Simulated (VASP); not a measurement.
Write the native input for VASP 6.6.1 that does the following.

- Task: relaxation of cell and atoms
- Functional: PBE
- Potentials or basis: VASP PAW PBE potentials, release 64 (Si, C)
- Cutoff: 600 eV
- k mesh: 12 × 12 × 3
- Occupations: gaussian, width 0.03 eV
- Spin: no spin polarisation
- Further INCAR settings: ALGO = Normal; EDIFF = 1e-06; IBRION = 2; EDIFFG = -0.01; NSW = 90; ISIF = 3

The structure of SiC lies in POSCAR:

```
SiC
1.0
    3.0756941500      0.0000000000      0.0000000000
   -1.5378470700      2.6636292700      0.0000000000
    0.0000000000      0.0000000000     10.0706464800
Si C
4 4
Direct
    0.6666666700      0.3333333300      0.9378419800
    0.3333333300      0.6666666700      0.4378419800
    0.0000000000      0.0000000000      0.6878943800
    0.0000000000      0.0000000000      0.1878943800
    0.6666666700      0.3333333300      0.7498025900
    0.3333333300      0.6666666700      0.2498025900
    0.0000000000      0.0000000000      0.5004600500
    0.0000000000      0.0000000000      0.0004600500
```

The cell is a database's computed one.

These files were run (other wordings do the same):

INCAR

```
PREC = Accurate
ENCUT = 600
EDIFF = 1E-6
ISMEAR = 0
SIGMA = 0.03
LREAL = F
LASPH = T
NELM = 80
ALGO = Normal
ISIF = 3
LWAVE = F
LCHARG = F
GGA = PE
IBRION = 2
NSW = 90
EDIFFG = -0.01
KPAR = 2
```

KPOINTS

```
Automatic mesh
0
Gamma
  12 12 3
```

Potentials or basis: VASP PAW PBE potentials, release 64 (Si, C).

Launch:

```sh
$ cat potpaw_PBE.64/Si/POTCAR potpaw_PBE.64/C/POTCAR > POTCAR
$ mpirun -np 2 vasp_std > vasp.out
```

Results of the run:

| Item | Value |
| --- | --- |
| Relaxed volume | 10.49 Å³/atom |
| Relaxed cell | a = 3.093 Å, b = 3.093 Å, c = 10.126 Å, α = 90.00°, β = 90.00°, γ = 120.00° |
| Space group after relaxing (to 0.05 Å) | P6_3mc (No. 186) |
| Energy gained by relaxing | 2.0 meV/atom |
| Ionic steps | 3 |
| Pressure after relaxing | 0.0 GPa |
| Largest force after relaxing | 0.006 eV/Å |
| Band gap on the k mesh | 2.22 eV, indirect (least direct gap 3.34 eV) |

Caveat: an odd mesh through Γ misses points on the zone boundary, where band edges often lie.

It took 77 s on 2 MPI ranks on Intel(R) Xeon(R) Platinum 8375C CPU @ 2.90GHz (Ice Lake), with other jobs on the host, peak memory 0.26 GiB a rank.
